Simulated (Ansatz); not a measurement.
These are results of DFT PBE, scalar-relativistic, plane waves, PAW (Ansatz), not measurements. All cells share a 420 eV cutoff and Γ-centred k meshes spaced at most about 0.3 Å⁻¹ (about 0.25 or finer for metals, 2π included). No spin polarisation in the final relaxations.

These are static total energies at zero pressure.

Compare these two cells of Si3Ge, each relaxed at this level.

A.

```yaml
crystal:
  lattice:
    - [2.69521, -4.36410, 0.00000]
    - [2.69521, 4.36410, 0.00000]
    - [0.00000, 0.00000, 2.72490]
  atoms:
    - { symbol: Si, position: [0.00000, 0.50000, 0.00000] }
    - { symbol: Si, position: [0.50000, 0.00000, 0.00000] }
    - { symbol: Si, position: [0.50000, 0.50000, 0.50000] }
    - { symbol: Ge, position: [0.00000, 0.00000, 0.50000] }
```

B.

```yaml
crystal:
  lattice:
    - [5.43055, 0.00000, 0.00000]
    - [-2.71527, 4.70299, 0.00000]
    - [0.00000, 0.00000, 2.52750]
  atoms:
    - { symbol: Si, position: [0.00000, 0.50000, 0.00000] }
    - { symbol: Si, position: [0.50000, 0.00000, 0.00000] }
    - { symbol: Si, position: [0.50000, 0.50000, 0.00000] }
    - { symbol: Ge, position: [0.00000, 0.00000, 0.00000] }
```

Task: Which is lower in energy, and by how much?

Result: B is lower, by 203 meV/atom. A has Si and Ge ordered on fcc sites, space group Cmmm (No. 65), 16.0 Å³/atom and no gap on its mesh; B has space group P6/mmm (No. 191), 16.1 Å³/atom and no gap. Counting Si atoms around Ge (those within 1.25 times the shortest such distance or 1.15 times the sum of covalent radii), A has Ge 10 and B has Ge 6. Even the lower one lies +0.34 eV/atom against the reference forms of the elements (uncorrected), so neither is stable at this level. In A, Si on a site of symmetry 2/m is surrounded by 4 Si at 2.70–2.72 Å, 4 Ge at 2.90 Å and 4 Si at 2.90 Å; Si on a site of symmetry mmm has 2 Ge at 2.70 Å, 2 Si at 2.72 Å and 8 Si at 2.90 Å; Ge has 2 Si at 2.70 Å, 2 Ge at 2.72 Å and 8 Si at 2.90 Å. In B, Si has 2 Si at 2.53 Å, 4 Si at 2.72 Å and 2 Ge at 2.72 Å; around Ge lie 2 Ge at 2.53 Å and 6 Si at 2.72 Å. Both come from invented guesses. A third cell relaxed alike, in P-4m2, lies 0.33 eV/atom below the lower of the two.

Cells relaxed within their symmetry can be saddle points.

The preference for B probably reflects the packing more than the chemistry between Si and Ge, which are isovalent and close in size and electronegativity. With four valence electrons per atom, both favour a few directional bonds. The simple hexagonal arrangement in B keeps eight near neighbours, the closest at 2.53 Å, whereas the distorted fcc packing in A spreads the same electrons over twelve longer contacts. Even B's shortest Si–Si contacts are stretched compared with a normal single bond, in keeping with delocalised, metallic bonding.

Both structure types are known from compressed silicon, where simple hexagonal appears before close packing, so their high energies at zero pressure are expected. The P-4m2 cell lies almost level with the elements, which suggests a tetrahedral, diamond-like network with only a small cost of mixing. The penalty in A and B would then come mainly from losing that network. Comparing one ordering on each lattice doesn't separate the effect of packing from that of Ge placement.
